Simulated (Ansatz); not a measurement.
# Sn (I4/mmm) in Ansatz: settings compared

The runs below take Sn through band structure, with BLYP, r2SCAN.

Everything below comes from runs of Ansatz 0.2.0. Logs are shortened: lines on timing, memory, paths and dates and some standing lists are left out, and cuts for length are marked.

## Step 1: Starting point

The structure is tetragonal, space group I4/mmm (No. 139). The conventional cell has a = 4.058 Å, b = 4.058 Å, c = 3.322 Å, α = 90.00°, β = 90.00°, γ = 90.00°. Around Sn (site symmetry 4/mmm) lie 10 Sn at 3.32 Å.

This isn't the form of Sn at room conditions, which is tetragonal (white tin).

## Step 2: Band structure, BLYP

File input.yaml:

```yaml
crystal:
  lattice:
    - [-2.029189411, 2.029189411, 1.6607599896]
    - [2.029189411, -2.029189411, 1.6607599896]
    - [2.029189411, 2.029189411, -1.6607599896]
  atoms:
    - { symbol: Sn, position: [0.0, 0.0, 0.0] }
hamiltonian:
  xc: blyp
  pseudopotentials: { kind: paw }
kpoints:
  mp_grid: { grid: [6, 6, 6] }
  band_path:
    path:
      - [[0.0, 0.0, 0.0], [0.0, 0.0, 0.5], [-0.5, 0.5, 0.5], [0.0, 0.0, 0.0], [0.4174590337, 0.4174590337, -0.4174590337], [0.25, 0.25, 0.25], [0.0, 0.5, 0.0], [-0.4174590337, 0.5825409663, 0.4174590337], [-0.5, 0.5, 0.5]]
      - [[0.0, 0.0, 0.5], [0.25, 0.25, 0.25]]
    npoints: 14
scf:
  occupations: { method: fermi_dirac, width: 0.05 }
  n_extra_bands: 6
output:
  forces: true
  stress: true
  eigenvalues: true
  fatbands: false
```

Potentials or basis: Ansatz PAW.

On the command line:

```bash
> ansatz run input.yaml --threads 2 --pin off --max-ram 5632MiB --backend cpu --events-out ev --progress --plain --runs-dir out
```

The log of the run:

```text
Warning: RAYON_NUM_THREADS=2 ignored (pool sized by the plan → 2); use --threads N
scf.n_extra_bands = 6 over 7 filled bands (N_el = 14.0): the run solves 13 bands
Engine: ansatz 0.2.0, x86_64-unknown-linux-gnu
Pseudopotentials: kind: paw
Pseudopotential: Sn, paw, valence charge 14, recommended cutoff 420 eV (normal), Sn.paw.azcp
Functional definition: BLYP
  parameter beta = 0.0042
  parameter a = 0.04918
  parameter b = 0.132
  parameter c = 0.2533
  parameter d = 0.349
  exchange = b88_x(beta = beta)
  correlation = lyp_c(a = a, b = b, c = c, d = d)
Crystal: 1 atoms, lattice volume = 27.353 Å³
Basis set: ecut = 420 eV, 545 PW (Γ), exchange–correlation on 48×48×48 points (8 copies of the dense FFT grid, shifted against one another)
Bands: 13, of which v1, the nominal top of the filled ones, is band 7 counted from 1 (6 counted from 0)
Symmetry: 16 space group operations
Space group: I4/mmm (ITA 139), of the structure as read, at distance tolerance 3.0e-5 Å
k-points: 30 of 216
Non-local potential: Sn, projectors of the file, l = 0: 2, l = 1: 2, l = 2: 2, l = 3: 2
PAW form: soft (Blöchl's): semilocal exchange-correlation on the pseudo side does not see the compensation charge
PAW frozen core: Sn, regenerated for the run's functional, and the local potential with it (the file was generated under x = pbe(κ = 0.804, μ = 0.2195149727645171), c = pbe(β = 0.06672455060314922))
PAW one-centre angular grid: Sn, 590 points (default); XC on 64 Gauss nodes
Initial density: superposition of atomic densities (neutral atoms: chi_scale 0, normalization atom), corrected by the library's trained network
Initial wavefunctions: pseudopotential atomic-orbital guess
Functional: x = b88, c = lyp
SCF iter   1: F=—  HF=-6040.297955 eV  |F-HF|=—  |Δ(HF+E_count)|=         —  Δρ=7.57e-3  dr2=1.16e-2  ethr=1.77e-3  ⟨swp⟩=5.7  Hψ=2308  notcnv=0
preconditioner: auto → none  [metal: Δε(μ)=0.046 eV  Ē_g=25.955 eV  σ=0.050 eV  W_gap=0.23  n_scr=4 (ndim 8)  ℏωp=26.6 eV  f_vac=0.000  D(μ)=1.06/eV (n_scr^D=12)  sad-step TF]
SCF iter   2: F=—  HF=-6040.296603 eV  |F-HF|=—  |Δ(HF+E_count)|=   1.35e-3  Δρ=4.74e-3  dr2=5.16e-3  ethr=8.30e-5  ⟨swp⟩=1.4  Hψ=645  notcnv=0  defer=8
SCF iter   3: F=—  HF=-6040.296174 eV  |F-HF|=—  |Δ(HF+E_count)|=   4.29e-4  Δρ=4.74e-4  dr2=6.75e-5  ethr=3.69e-5  ⟨swp⟩=2.3  Hψ=452  notcnv=0  defer=8
SCF iter   4: F=—  HF=-6040.296211 eV  |F-HF|=—  |Δ(HF+E_count)|=   3.67e-5  Δρ=3.18e-4  dr2=2.68e-5  ethr=4.82e-7  ⟨swp⟩=2.0  Hψ=562  notcnv=0  defer=8
SCF iter   5: F=—  HF=-6040.296192 eV  |F-HF|=—  |Δ(HF+E_count)|=   1.82e-5  Δρ=4.16e-5  dr2=4.42e-7  ethr=1.91e-7  ⟨swp⟩=2.0  Hψ=560  notcnv=0  defer=8
SCF iter   6: F=-6040.296192 eV  HF=-6040.296192 eV  |F-HF|=5.93e-9  |Δ(HF+E_count)|=   6.43e-8  Δρ=3.69e-6  dr2=2.45e-9  ethr=7.14e-10  ⟨swp⟩=8.3  Hψ=1945  notcnv=0
SCF 1 converged in 6 iterations: F = -6040.296192 eV  dr2 = 2.45e-9
NSCF: frozen V_eff on 128 k-points
SCF converged after 6 iterations
Free energy (F): -6040.296192 eV
Harris-Foulkes:  -6040.296192 eV  (|F-HF|=5.93e-9)
Internal energy: -6040.287873 eV  (E = F + TS)
E sigma→0 (E₀):  -6040.292033 eV
Entropy (-TS):   -0.008319 eV (-8.319 meV/atom)
Fermi energy:    11.621416 eV
--- Per-component energies (eV) ---
  E_band       = -76.132316
  E_kinetic    = 187.491907
  E_local      = -833.970531  (includes V_loc(G=0)·N_el)
  E_nonlocal   = -33.306080
  E_hartree    = 523.713104
  E_xc         = -380.774799
  E_vxc        = -95.005000  (∫ρ·V_xc dr)
  E_paw        = -4152.757222  (= ΣΔE_a)
  E_vpaw       = -348.769450  (= ΣTr[D̂ρ^β])
  E_aug_tail   = -0.000000  (compensation charges beyond the density's cutoff)
  E_ewald      = -1350.557974
  E_core_change = -0.126277  (= ΣΔE_core)
  E_smearing   = -0.008319  (= −TS)
  E_closure    = 0.000000  (closes the sum)
  Σ components = -6040.296192   (vs F -6040.296192, Δ=0.00e0)
--- Forces (eV/Å), atoms counted from 1 ---
  atom   1  Sn     0.00000000     0.00000000    -0.00000000
  max |Σ_I F_I| component: 1.97e-31 eV/Å
--- Stress (GPa, compression-positive) ---
        6.443771       0.000000       0.000000
        0.000000       6.443771       0.000000
        0.000000      -0.000000       5.102965
  P = ⅓ Tr σ = 5.9968 GPa (59.968 kbar)
--- Band table (eV; the first three rows and the last of 30) ---
  k-point 0: bands = ["-10.3862", "-10.3167", "-10.3167", "-10.3162", "-10.1936", "0.1348", "17.7837", "17.7837", "20.2182", "21.5442", "22.8973", "23.9383", "23.9383"]
  k-point 1: bands = ["-10.3603", "-10.3265", "-10.3227", "-10.2774", "-10.2047", "0.6509", "13.9089", "18.1113", "18.9755", "22.4552", "22.8393", "22.9859", "23.8646"]
  k-point 2: bands = ["-10.3538", "-10.3346", "-10.3036", "-10.2268", "-10.1979", "2.1628", "9.3396", "17.3955", "18.6544", "21.9646", "22.5581", "22.6991", "23.7258"]
  k-point 29: bands = ["-10.4271", "-10.3540", "-10.1722", "-10.1722", "-10.1347", "7.5417", "9.6247", "9.6247", "13.6478", "14.6680", "17.5570", "29.9413", "32.0547"]
```

Run time: 1.2 s. Hardware: 2 threads of Intel Xeon Platinum 8259CL at 2.50GHz (Skylake/Cascade Lake), shared host; peak memory 0.33 GiB.

Results:

| Property | Result |
| --- | --- |
| Free energy | -6040.2962 eV |
| Pressure | 6.0 GPa |
| Band gap on the k mesh | none (metal or under the smearing width) |

Stress tensor (GPa, compression positive):
```
6.44 0.00 0.00
0.00 6.44 0.00
0.00 0.00 5.10
```

Levels at the corners of the path, in eV from the Fermi level:
```
point  band 5  band 6  band 7  band 8  band 9  band 10
    Γ  -21.82  -11.49    6.16    6.16    8.60     9.92
    X  -21.78   -7.83   -4.97    5.17    7.16    10.10
    M  -21.76   -4.08   -2.00   -2.00    2.03     3.05
    Γ  -21.82  -11.49    6.16    6.16    8.60     9.92
    Z  -21.77   -4.07   -1.57   -1.57   -0.37     3.36
    P  -21.81   -5.54   -2.52   -1.20   -1.20    15.04
    N  -21.77   -6.35   -4.49    2.51    3.87     7.02
   Z1  -21.77   -4.07   -1.57   -1.57   -0.37     3.36
    M  -21.76   -4.08   -2.00   -2.00    2.03     3.05
    X  -21.78   -7.83   -4.97    5.17    7.16    10.10
    P  -21.81   -5.54   -2.52   -1.20   -1.20    15.04
```

Caveat: the k mesh is coarse (spacing up to 0.41 Å⁻¹), so the values aren't converged; spin-orbit coupling is left out, which moves the levels of the heavy elements; the PAW data sets come from PBE, with cores solved anew for the run's functional, which leaves a small shift of forces and pressure.

## Step 3: Band structure, r2SCAN

Changes to input.yaml since step 2:

```diff
@@ -8,3 +8,3 @@
 hamiltonian:
-  xc: blyp
+  xc: r2scan
   pseudopotentials: { kind: paw }
```

Potentials or basis: Ansatz PAW.

On the command line:

```bash
> ansatz run input.yaml --threads 2 --pin off --max-ram 5632MiB --backend cpu --events-out ev --progress --plain --runs-dir out
```

Run time: 2.3 s. Hardware: 2 threads of Intel Xeon Platinum 8259CL at 2.50GHz (Skylake/Cascade Lake), shared host; peak memory 0.41 GiB.

The run converged. Its results:

* Free energy: -6038.3619 eV
* Pressure: 0.1 GPa
* Band gap on the k mesh: none (metal or under the smearing width)

Stress tensor (GPa, compression positive):
```
 0.45  0.00  0.00
 0.00  0.45  0.00
 0.00  0.00 -0.61
```

Levels at the corners of the path, in eV from the Fermi level:
```tsv
point	band 5	band 6	band 7	band 8	band 9	band 10
Γ	-22.53	-12.03	6.74	6.74	9.53	10.18
X	-22.49	-8.02	-5.34	5.70	7.83	10.53
M	-22.47	-3.76	-2.19	-2.19	2.24	3.07
Γ	-22.53	-12.03	6.74	6.74	9.53	10.18
Z	-22.48	-3.73	-1.73	-1.73	-0.44	3.41
P	-22.53	-5.40	-2.76	-1.33	-1.33	16.05
N	-22.48	-6.36	-4.85	2.74	4.24	7.24
Z1	-22.48	-3.73	-1.73	-1.73	-0.44	3.41
M	-22.47	-3.76	-2.19	-2.19	2.24	3.07
X	-22.49	-8.02	-5.34	5.70	7.83	10.53
P	-22.53	-5.40	-2.76	-1.33	-1.33	16.05
```

Caveat: the k mesh is coarse (spacing up to 0.41 Å⁻¹), so the values aren't converged; spin-orbit coupling is left out, which moves the levels of the heavy elements; the PAW data sets come from PBE, with cores solved anew for the run's functional, which leaves a small shift of forces and pressure.
